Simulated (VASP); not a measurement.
# HfO₂: convergence, self-consistent run

HfO₂, P1 (no. 1), 3 atoms in the cell. PBE; PAW potentials Hf_pv, O (PBE set). VASP 6.6.1. The atoms are moved at random off their ideal places.

Wanted: energy within 1 meV/atom; forces within 0.005 eV/Å; pressure within 0.1 GPa.

POSCAR:
```
HfO2
1.0
    0.0000000000      2.5575000000      2.5575000000
    2.5575000000      0.0000000000      2.5575000000
    2.5575000000      2.5575000000      0.0000000000
Hf O
1 2
Direct
   -0.0037970000      0.0034840000     -0.0025920000
    0.7570950000      0.7460850000      0.7497740000
    0.2474120000      0.2514140000      0.2493120000
```

## FFT grids and symmetry tolerance typed by hand

| FFT grids and symmetry tolerance typed by hand | Energy less reference (meV/atom) | Forces, largest deviation (eV/Å) | Pressure (GPa) | SCF iterations | Time (s) |
|---|---|---|---|---|---|
| default | 0.0 | 0.0000 | -11.81 | 15 | 53 |
| NGX, NGY, NGZ = 32, 32, 32 | 0.0 | 0.0003 | -11.81 | 15 | 109 |
| NGX, NGY, NGZ = 20, 20, 20 | -0.1 | 0.0005 | -11.80 | 15 | 51 |
| NGX, NGY, NGZ = 16, 16, 16 | -6.9 | 0.0027 | -11.71 | 15 | 27 |
| NGX, NGY, NGZ = 14, 14, 14 | 6.2 | 0.0115 | -13.14 | 15 | 24 |
| NGXF, NGYF, NGZF = 36, 36, 36 | 0.0 | 0.0008 | -11.81 | 15 | 53 |
| NGXF, NGYF, NGZF = 72, 72, 72 | 0.0 | 0.0003 | -11.81 | 15 | 56 |
| SYMPREC = 0.001 | 0.0 | 0.0000 | -11.81 | 15 | 52 |
| SYMPREC = 1e-08 | 0.0 | 0.0000 | -11.81 | 15 | 53 |
| EWALD_CUTOFF = 2.0 | -1864.5 | 0.4235 | -122.69 | 15 | 50 |
| EWALD_CUTOFF = 8.0 | 0.0 | 0.0000 | -11.81 | 15 | 51 |

Chosen: default; no other choice that stays within half of the tolerance saves 30 % of the time.

## The input

INCAR:
```
SYSTEM = HfO2
PREC = Accurate
ENCUT = 400
EDIFF = 1E-7
ISMEAR = 0
SIGMA = 0.02
LREAL = .False.
LASPH = .True.
ALGO = Normal
NELM = 100
ISIF = 2
LWAVE = .False.
LCHARG = .False.
```

KPOINTS:
```
k-points
0
Gamma
  8 8 8
```

Commands:
```
cat potpaw_PBE.64/Hf_pv/POTCAR potpaw_PBE.64/O/POTCAR > POTCAR
mpirun -np 1 vasp_std > vasp.out
```

The chosen input took VASP 6.6.1 53 s on 1 core (Intel Xeon Platinum 8259CL @ 2.50GHz (Skylake/Cascade Lake)), a shared host.

## An input that fails: an FFT grid typed too coarse

It runs to its end, but against the unchanged starting input it is off by 849.1 meV/atom in the energy, 0.3274 eV/Å in the forces, 22.02 GPa in the pressure.

Changes against the starting input:
```
+ NGX = 10
+ NGY = 10
+ NGZ = 10
```
